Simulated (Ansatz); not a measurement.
# KF: the band gap up the ladder of functionals

One table from this session's results is given with a row withheld; the runs are named, their logs left out.

The runs shown are made with Ansatz 0.2.0. PAW datasets, plane waves. All values are calculated for a non-magnetic cell, which may be hypothetical.

### The cell

The cell was relaxed beforehand with r2SCAN.

The symmetry is Pm-3m (No. 221, cubic); a = 3.179 Å in the conventional setting, 16.06 Å³ an atom. Around K lie 8 F at 2.75 Å; around F lie 8 K at 2.75 Å.

Structure file:

```xyz
2
Lattice="3.1789 0.0000 0.0000 0.0000 3.1789 0.0000 0.0000 0.0000 3.1789" Properties=species:S:1:pos:R:3 pbc="T T T"
K     0.0000    0.0000    0.0000
F     1.5894    1.5894    1.5894
```

The first run:

The input, input.yaml:

```yaml
crystal:
  lattice:
    - [3.1788706666, 0.0, 0.0]
    - [0.0, 3.1788706666, 0.0]
    - [0.0, 0.0, 3.1788706666]
  atoms:
    - { symbol: K, position: [0.0, 0.0, 0.0] }
    - { symbol: F, position: [0.5, 0.5, 0.5] }
kpoints:
  mp_grid: { grid: [8, 8, 8] }
  band_path:
    path:
      - [[0.0, 0.0, 0.0], [5.565363797016e-51, 0.5, -1.262082128036e-68], [0.5, 0.5, -2.524389616082e-36], [0.0, 0.0, 0.0], [0.5, 0.5, 0.5], [5.565363797016e-51, 0.5, -1.262082128036e-68]]
      - [[0.5, 0.5, 0.5], [0.5, 0.5, -2.524389616082e-36]]
    npoints: 10
hamiltonian:
  xc: pbe
scf:
  occupations: { method: fermi_dirac, width: 0.02 }
  n_extra_bands: 4
output:
  forces: true
  stress: true
  eigenvalues: true
```

Command:

```bash
$ ansatz run input.yaml --threads 2 --pin off --max-ram 2211MiB --backend cpu --events-out ev --progress --plain --runs-dir out
```

Among the steps run: Band structure with PBE; r2SCAN; HSE06 at the same geometry; PBE0 at the same geometry; Single point with LDA; One-shot GW from PBE; DDH-PBE0; Hartree-Fock; Single point with r2SCAN0.

One table of the session follows, with a row left open; its other results are not shown here.

| level | gap (eV) |
| --- | --- |
| PBE | 6.82 |
| r2SCAN | 7.72 |
| HSE06 | 8.92 |
| PBE0 | 9.68 |
| LDA | 6.46 |
| G0W0@PBE (95 empty bands) | 10.20 |
| G0W0@PBE (238 empty bands) | 10.37 |
| DDH-PBE0 | 12.12 |
| Hartree-Fock | 18.83 |
| r2SCAN0 | ? |

**Question.** Estimate the row for r2SCAN0.

As computed: gap (eV): 10.27. In the column «gap (eV)» it lies between G0W0@PBE (95 empty bands) (10.20) and G0W0@PBE (238 empty bands) (10.37).

Meshes: PBE 8×8×8, r2SCAN 8×8×8, HSE06 6×6×6, PBE0 6×6×6, LDA 8×8×8, DDH-PBE0 6×6×6, Hartree-Fock 6×6×6, r2SCAN0 6×6×6

What this shows: The gap runs from 6.46 eV (LDA) to 18.83 eV (Hartree-Fock). PBE reaches 66 % of the G0W0@PBE value, and r2SCAN 74 %. PBE0 lies 0.76 eV above HSE06, which differs from it by screening the long-range exchange. Hartree-Fock lies above G0W0@PBE by 8.5 eV. The levels disagree on whether the gap is direct. The G0W0 figures hold for the stated bands, cutoff and mesh and aren't extrapolated.

To keep in mind: Warnings in the runs' records: stress exchange threshold loose, stress scf threshold loose.
